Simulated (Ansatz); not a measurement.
The calculation used DFT PBE, scalar-relativistic, plane waves, PAW in Ansatz 0.2.0. Settings: cutoff 420 eV, Γ-centred meshes spaced at most about 0.3 Å⁻¹, and about 0.25 Å⁻¹ or finer for metals (2π included), Gaussian smearing. No spin polarisation.

The zero of energy is the elements' standard structures at the same level (O₂ as a molecule); no fitted shifts are applied.

Temperature and zero-point effects are left out. Only the structures computed here compete, so a lower one can exist. Spin–orbit coupling, which can matter for Hf, is left out.

A search for Ba2Hf2O gave 4 distinct relaxed structures. Coordination counts Ba or Hf atoms around O (for each partner element, those within 1.25 times its shortest distance or 1.15 times the sum of covalent radii, where it is the nearest in units of that sum or under 1.3). Cells relaxed within their symmetry can be saddle points.

Problem. Which structure of Ba2Hf2O came out lowest?

Solution. The one with space group P-3m1 (No. 164), reached from: CaAl2Ge2 type (P-3m1). It has a = 3.533 Å, c = 12.407 Å, 26.8 Å³/atom, no gap on the mesh. Around Ba lie 3 O at 2.64 Å, 6 Ba at 3.53 Å, 3 Ba at 3.92 Å and 3 Hf at 3.97 Å; around Hf lie 3 Hf at 3.03 Å, 6 Hf at 3.53 Å and 3 Ba at 3.97 Å; O has 6 Ba at 2.64 Å. Its energy over the elements is −0.56 eV/atom. Whether it is stable depends on the other phases of the system, which aren't compared here. An observed structure of this formula, if there is one, may be missing.

Space group P-3m1 (No. 164). a = 3.533 Å, b = 3.533 Å, c = 12.407 Å, α = 90.00°, β = 90.00°, γ = 120.00°
| atom | site | symmetry | x | y | z |
| --- | --- | --- | --- | --- | --- |
| Ba | 2d | 3m. | 0.3333 | 0.6667 | 0.1347 |
| Hf | 2d | 3m. | 0.3333 | 0.6667 | 0.5904 |
| O | 1a | -3m. | 0.0000 | 0.0000 | 0.0000 |

Problem. How much higher is the P-3m1 structure with 26.9 Å³/atom and coordination O 6 (reached from: random cell)?

Solution. 116 meV/atom. It has no gap on its mesh.

Problem. How much higher is the I4/mmm structure with 29.4 Å³/atom and coordination O 8 (reached from: YMn2Si2 type (I4/mmm))?

Solution. 0.37 eV/atom. It has no gap on its mesh.

Some candidate types were left out of the draw beforehand, so a known form may be missing.
